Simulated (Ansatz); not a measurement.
TiSe2, DFT, PBE, PAW with Ansatz's default frozen-core files, scalar-relativistic (Ansatz 0.2.0), run on 1 thread of Arm Neoverse V1 on a shared host.

The cell is COD entry 1548816, which may be a prediction rather than a measurement; nothing was relaxed. The listed cell was then made from it by scaling, straining or moving an atom.

Command: `ansatz run input.yaml --threads 1 --pin off --max-ram 6144MiB --backend cpu --events-out ev --progress --plain --runs-dir out`

```yaml
crystal:
  lattice:
    - [3.5360018066, 0.0, 0.0]
    - [-1.7680009033, 3.0622673924, 0.0]
    - [0.0, 0.0, 6.12408]
  atoms:
    - { symbol: Ti, position: [0.0, 0.0, 0.0] }
    - { symbol: Se, position: [0.3333333333, 0.6666666667, 0.2552] }
    - { symbol: Se, position: [0.6666666667, 0.3333333333, 0.7448] }
kpoints:
  mp_grid: { grid: [12, 12, 6] }
scf:
  occupations: { method: fermi_dirac, width: 0.03 }
hamiltonian:
  xc: pbe
  pseudopotentials: { kind: paw }
output:
  forces: true
  stress: true
  eigenvalues: true
  efg: { contact_densities: true }
```

(1) How large is the problem that the program sets up?

(2) About how long does it take, and how much memory does it use?

(3) And the same cell and mesh by all-electron PAW (datasets made for this crystal), asked for forces, stress, eigenvalues, efg, on the same hardware?

Answers

(1) 100 irreducible k-points, 1299 plane waves at Γ, 27 bands.

(2) 9.7 s of wall time for 6 SCF iterations, with a peak of 0.47 GiB. Times on shared machines scatter by tens of per cent.

(3) 24 s, peak memory 0.72 GiB.
